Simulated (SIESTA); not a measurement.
# Pb: single point with PBE

The system is Pb.

```xyz
1
Lattice="-2.0669 2.0504 2.0812 1.9992 -1.9375 1.9007 1.9910 1.8616 -1.9683" Properties=species:S:1:pos:R:3 pbc="T T T"
Pb   -0.0107    0.0225   -0.0034
```

The cell isn't the ideal one: cell strained at random at fixed volume.

| Quantity | Value |
| --- | --- |
| Program | SIESTA 5.4.2 |
| Task | single point |
| Functional | PBE |
| Potentials or basis | PseudoDojo 0.4 standard (PBE files) |
| Basis | DZP (energy shift 0.003 Ry; two zetas on semicore shells) |
| Grid cutoff | 500 Ry |
| Energy shift | 0.003 Ry |
| k mesh | 9 × 9 × 9 |
| Occupations | fermi-dirac, width 0.05 eV |
| Spin | no spin polarisation |

| Item | Value |
| --- | --- |
| Pressure | 1.8 GPa |
| Band gap on the k mesh | none (metal or under the smearing width) |

Stress tensor (GPa, compression positive):
```
 1.82  0.34  0.33
 0.34  1.62 -0.49
 0.33 -0.49  1.90
```

Levels at points of the mesh, in eV from the Fermi level:
| k point | band 4 | band 5 | band 6 | band 7 | band 8 | band 9 | band 10 | band 11 |
| --- | --- | --- | --- | --- | --- | --- | --- | --- |
| (0.00, 0.00, 0.00) | -16.88 | -16.87 | -11.67 | 6.70 | 7.54 | 7.80 | 14.27 | 14.75 |

It took 62 s on 1 thread of Intel(R) Xeon(R) Processor @ 2.50GHz (Skylake/Cascade Lake) (shared host), peak memory 0.22 GiB.

Caveat: the basis of atomic orbitals isn't converged, which shifts pressures, moduli and gaps. The run has no spin-orbit coupling, so splittings on Pb are missing.
